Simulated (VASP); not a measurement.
# PtS2 (P-3m1) in VASP: notebook, part 3 of 3

VASP 6.6.1.

## (6) Single point, HSE06

Input file POSCAR:

```
PtS2
1.0
    3.5432000000      0.0000000000      0.0000000000
   -1.7716000000      3.0685012107      0.0000000000
    0.0000000000      0.0000000000      5.0388000000
Pt S
1 2
Direct
    0.0000000000      0.0000000000      0.0000000000
    0.6666666667      0.3333333333      0.7730000000
    0.3333333333      0.6666666667      0.2270000000
```

Input file INCAR.step1:

```
SYSTEM = PtS2
  PREC = Accurate
  ENCUT = 280
  EDIFF = 1E-5
  ISMEAR = 0
  SIGMA = 0.01
  LREAL = .FALSE.
  LASPH = .TRUE.
  NELM = 100
  ALGO = Normal
  ISIF = 2
  LWAVE = .TRUE.
  LCHARG = .FALSE.
  NBANDS = 19
  NKRED = 1
  GGA = PE
```

Input file INCAR.step2:

```
SYSTEM = PtS2
  PREC = Accurate
  ENCUT = 280
  EDIFF = 1E-6
  ISMEAR = 0
  SIGMA = 0.01
  LREAL = .FALSE.
  LASPH = .TRUE.
  NELM = 100
  ALGO = Normal
  ISIF = 2
  LWAVE = .FALSE.
  LCHARG = .FALSE.
  GGA = PE
  LHFCALC = .TRUE.
  HFSCREEN = 0.2
  PRECFOCK = Fast
  NBANDS = 19
  NKRED = 1
  ISTART = 1
```

Input file KPOINTS:

```
regular mesh
0
G
  3 3 2
  0 0 0
```

Potentials or basis: VASP PAW PBE potentials, release 64 (Pt, S).

Launch:

```bash
cat potpaw_PBE.64/Pt/POTCAR potpaw_PBE.64/S/POTCAR > POTCAR
cp INCAR.step1 INCAR
mpirun -np 1 vasp_std > vasp.out
cp INCAR.step2 INCAR
mpirun -np 1 vasp_std > vasp.out
```

OUTCAR:

```text
SYSTEM = PtS2
   PREC = Accurate
   ENCUT = 280
   EDIFF = 1E-6
   ISMEAR = 0
   LREAL = .FALSE.
   LASPH = .TRUE.
   NELM = 100
   ISIF = 2
   GGA = PE
   LHFCALC = .TRUE.
   HFSCREEN = 0.2
   PRECFOCK = Fast
   NKRED = 1
   ISTART = 1

 Found      6 irreducible k-points:

 Following reciprocal coordinates:
            Coordinates               Weight
  0.000000  0.000000  0.000000      1.000000
  0.333333 -0.000000  0.000000      6.000000
  0.333333  0.333333  0.000000      2.000000
  0.000000  0.000000  0.500000      1.000000
  0.333333 -0.000000  0.500000      6.000000
  0.333333  0.333333  0.500000      2.000000
   k-points           NKPTS =      6   k-points in BZ     NKDIM =     18   number of bands    NBANDS=     19
   number of dos      NEDOS =    301   number of ions     NIONS =      3
   total plane-waves  NPLWV =  11200
   dimension x,y,z NGX =    20 NGY =   20 NGZ =   28
   dimension x,y,z NGXF=    40 NGYF=   40 NGZF=   56
   ions per type =               1   2
   NGX,Y,Z   is equivalent  to a cutoff of   9.38,  9.38,  9.24 a.u.
   NGXF,Y,Z  is equivalent  to a cutoff of  18.77, 18.77, 18.48 a.u.
[... 64 lines left out ...]
  free energy    TOTEN  =       -18.75545051 eV

  energy without entropy =      -18.75545051  energy(sigma->0) =      -18.75545051

 E-fermi :   6.2566     XC(G=0):  -8.7143

 val. band max:        6.1937118446   @ k =   0.0000   0.0000   0.0000
 cond. band min:       8.0074036221   @ k =   0.3333   0.3333   0.0000
 fundamental gap:      1.8136917775
 Fermi energy:         6.2565566188

 k-point     1 :       0.0000    0.0000    0.0000
  band No.  band energies     occupation
      1     -10.9191      2.00000
      2      -7.3711      2.00000
      3      -1.5929      2.00000
      4      -1.5226      2.00000
      5      -1.5226      2.00000
      6       1.4658      2.00000
[... 109 lines left out ...]
      6       1.3159      2.00000
[... 11 lines left out ...]
     18      18.0994      0.00000
     19      18.0994      0.00000

------------------------ aborting loop because EDIFF is reached ----------------------------------------

  FORCE on cell =-STRESS in cart. coord.  units (eV):
  Direction    XX          YY          ZZ          XY          YZ          ZX
  --------------------------------------------------------------------------------------
  -------------------------------------------------------------------------------------
  Total        1.4339184      1.4339184      2.2649578      0.0000000      0.0000000     -0.0000000
  in kB       41.9358968     41.9358968     66.2401969      0.0000000      0.0000000     -0.0000000
  external PRESSURE =      50.0373301 kB  Pullay stress =       0.0000000 kB

 VOLUME and BASIS-vectors are now :
 -----------------------------------------------------------------------------
  energy-cutoff  :      280.00
  volume of cell :       54.78
      direct lattice vectors                 reciprocal lattice vectors
     3.543200000  0.000000000  0.000000000     0.282230752  0.162946001  0.000000000
    -1.771600000  3.068501211  0.000000000     0.000000000  0.325892001  0.000000000
     0.000000000  0.000000000  5.038800000     0.000000000  0.000000000  0.198459951

 POSITION                                       TOTAL-FORCE (eV/Angst)
 -----------------------------------------------------------------------------------
      0.00000      0.00000      0.00000        -0.000000      0.000000      0.000000
      1.77160      1.02283      3.89499         0.000000      0.000000     -0.763163
     -0.00000      2.04567      1.14381         0.000000     -0.000000      0.763163
 -----------------------------------------------------------------------------------
    total drift:                               -0.000001     -0.000003     -0.000000

  FREE ENERGIE OF THE ION-ELECTRON SYSTEM (eV)
  ---------------------------------------------------
  free  energy   TOTEN  =       -18.7554505066 eV

  energy  without entropy=      -18.7554505066  energy(sigma->0) =      -18.75545051
```

OSZICAR.step1:

```text
N       E                     dE             d eps       ncg     rms          rms(c)
DAV:   1     0.659898567965E+02    0.65990E+02   -0.73675E+03   244   0.611E+02
DAV:   2    -0.136774802503E+02   -0.79667E+02   -0.75632E+02   282   0.159E+02
DAV:   3    -0.166868891501E+02   -0.30094E+01   -0.29851E+01   274   0.309E+01
DAV:   4    -0.167180214427E+02   -0.31132E-01   -0.31119E-01   296   0.358E+00
DAV:   5    -0.167184992096E+02   -0.47777E-03   -0.47775E-03   295   0.409E-01    0.201E+01
DAV:   6    -0.155730512407E+02    0.11454E+01   -0.56316E+00   243   0.220E+01    0.125E+01
DAV:   7    -0.153930449818E+02    0.18001E+00   -0.10077E+00   251   0.941E+00    0.639E+00
DAV:   8    -0.153708073380E+02    0.22238E-01   -0.44886E-02   261   0.165E+00    0.979E-01
DAV:   9    -0.153689562352E+02    0.18511E-02   -0.67189E-03   266   0.776E-01    0.161E-01
DAV:  10    -0.153691705715E+02   -0.21434E-03   -0.77724E-04   301   0.173E-01    0.108E-01
DAV:  11    -0.153692396982E+02   -0.69127E-04   -0.55139E-05   260   0.588E-02    0.289E-02
DAV:  12    -0.153692452749E+02   -0.55767E-05   -0.17728E-05   239   0.361E-02
   1 F= -.15369245E+02 E0= -.15369245E+02  d E =-.202680E-14
```

Wall time 60 s (1 thread of AMD EPYC 7R43 (Zen 3), shared host); peak memory 0.19 GiB.

The run converged, but some of its settings lie outside the range that counts as converged, so its numbers aren't taken as properties of the crystal.

Results:

```
Free energy            : -18.7555 eV
Largest force          : 0.763 eV/Å
Band gap on the k mesh : 1.81 eV, indirect (least direct gap 3.25 eV)
```

Caveat: the k mesh is coarse (spacing up to 0.68 Å⁻¹), so the values aren't converged, least of all with exact exchange; the cutoff is under 1.25 times the usual one of these potentials, so pressure, stress and relaxed cells hold a basis-set (Pulay) error; the PAW data sets were made with another functional, which shifts forces and pressure a little; spin-orbit coupling is left out, which moves the levels of the heavy elements; an odd mesh through Γ misses points on the zone boundary, where band edges often lie.

## (7) The reference run

An earlier run on the cell as given: functional PBEsol; potentials or basis VASP PAW PBE potentials, release 64 (Pt, S); cutoff 520 eV; k mesh 9 × 9 × 5; occupations fermi-dirac, width 0.05 eV; no spin polarisation.

* Pressure: 6.1 GPa
* Largest force: 0.930 eV/Å
* Band gap on the k mesh: 0.96 eV, indirect (least direct gap 1.00 eV)

## (8) Summary

```csv
task,level,cell,cutoff (eV),ladder,gap on the mesh (eV),pressure (GPa),relaxed volume (Å³/atom),largest force (eV/Å)
relaxation of cell and atoms,vdW-DF-cx,relaxed,600,-,0.21,0.0,17.56,0.02
relaxation of cell and atoms,rev-vdW-DF2,relaxed,600,-,0.38,0.0,18.14,0.02
relaxation of cell and atoms,optB86b-vdW,relaxed,600,-,0.45,0.0,18.25,-
relaxation of cell and atoms,BEEF-vdW,relaxed,600,-,1.35,0.0,21.57,-
single point,PBEsol,as given,520,free,0.96,6.1,-,0.93
```

Alike in all rows: potentials or basis VASP PAW PBE potentials, release 64 (Pt, S); no spin polarisation; k mesh 9 × 9 × 5; smearing fermi-dirac 0.05 eV.

Caveats: the PAW data sets were made with another functional, which shifts forces and pressure a little; spin-orbit coupling is left out, which moves the levels of the heavy elements; an odd mesh through Γ misses points on the zone boundary, where band edges often lie; the volume moved by over 15 % at a fixed basis, so the end points are rough (some runs); the volume moved by +18 % from the deposited cell, more than functionals usually miss (some runs).

Total energies depend on the potentials used, so only differences within one code and one set of settings carry meaning.
